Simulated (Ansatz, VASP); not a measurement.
NaI: VASP beside Ansatz

The input POSCAR:

```
NaI
1.0
    4.2684229627      0.0000000000      0.0000000000
    0.0000000000      4.2684229627      0.0000000000
    0.0000000000      0.0000000000      4.0491393821
Na I
1 1
Direct
    0.0000000000      0.0000000000      0.0000000000
    0.5000000000      0.5000000000      0.5000000000
```

INCAR.step1

```
SYSTEM = NaI
PREC     = Accurate       ! precision mode
ENCUT    = 520            ! plane-wave cutoff, eV
ISMEAR   = 0              ! smearing method
SIGMA    = 0.01           ! smearing width, eV
LREAL    = .False.        ! projectors in reciprocal space
LASPH    = .True.         ! aspherical terms in the spheres
NELM     = 100            ! most SCF steps
NBANDS   = 14             ! bands
GGA      = PE             ! functional
ALGO     = Normal         ! electronic algorithm
EDIFF    = 1E-4           ! SCF threshold, eV
LWAVE    = .True.         ! write WAVECAR
LCHARG   = .False.        ! write CHGCAR
```

The input INCAR.step2:

```
SYSTEM = NaI
PREC     = Accurate       ! precision mode
ENCUT    = 520            ! plane-wave cutoff, eV
EDIFF    = 1E-6           ! SCF threshold, eV
ISMEAR   = 0              ! smearing method
SIGMA    = 0.01           ! smearing width, eV
LREAL    = .False.        ! projectors in reciprocal space
LASPH    = .True.         ! aspherical terms in the spheres
NELM     = 100            ! most SCF steps
ALGO     = Normal         ! electronic algorithm
ISIF     = 2              ! what is computed and relaxed
LWAVE    = .False.        ! write WAVECAR
LCHARG   = .False.        ! write CHGCAR
METAGGA  = R2SCAN         ! meta-GGA
LMIXTAU  = .True.       
NBANDS   = 14             ! bands
ISTART   = 1
```

File KPOINTS:

```
Automatic mesh
0
Gamma
  6 6 6
  0 0 0
```

Input for Ansatz:

```yaml
crystal:
  lattice:
    - [4.2684229627, 0.0, 0.0]
    - [0.0, 4.2684229627, 0.0]
    - [0.0, 0.0, 4.0491393821]
  atoms:
    - { symbol: Na, position: [0.0, 0.0, 0.0] }
    - { symbol: I, position: [0.5, 0.5, 0.5] }
kpoints:
  mp_grid: { grid: [6, 6, 6] }
  band_path:
    path: [[0.0, 0.0, 0.0], [0.0, 0.5, 0.0], [0.5, 0.5, 0.0], [0.5, 0.5, 0.5]]
    npoints: 1
hamiltonian:
  xc: r2scan
scf:
  occupations: { method: fixed }
  n_extra_bands: 4
output:
  forces: true
  stress: true
  eigenvalues: true
```

Change from the starting cell: epitaxial_xy strain +5.6%.

Alike in both runs: task single point; functional r2SCAN; k mesh 6 × 6 × 6; no spin polarisation.

```csv
,VASP,Ansatz
version,VASP 6.6.1,Ansatz 0.2.0
potentials or method,"VASP PAW PBE potentials, release 64 (Na_pv, I)","plane waves, PAW"
plane-wave cutoff (eV),520,500
occupations,"gaussian, width 0.01 eV",fixed
valence electrons in the cell,14,26
```

Ansatz gave:

| Property | Result |
| --- | --- |
| gap on the k mesh at the Fermi level (eV) | 2.62 |
| pressure (GPa) | -1.5 |
| largest component of the traceless stress (GPa) | 1.51 |

Which values does VASP return?

gap on the k mesh at the Fermi level (eV): 2.63; pressure (GPa): -1.5; largest component of the traceless stress (GPa): 1.51.

The two sets of potentials don't hold the same shells in valence.

Caveats: the PAW data sets were made with another functional, which shifts forces and pressure a little (VASP); spin-orbit coupling is left out, which moves the levels of the heavy elements. A k mesh can miss the band edges.
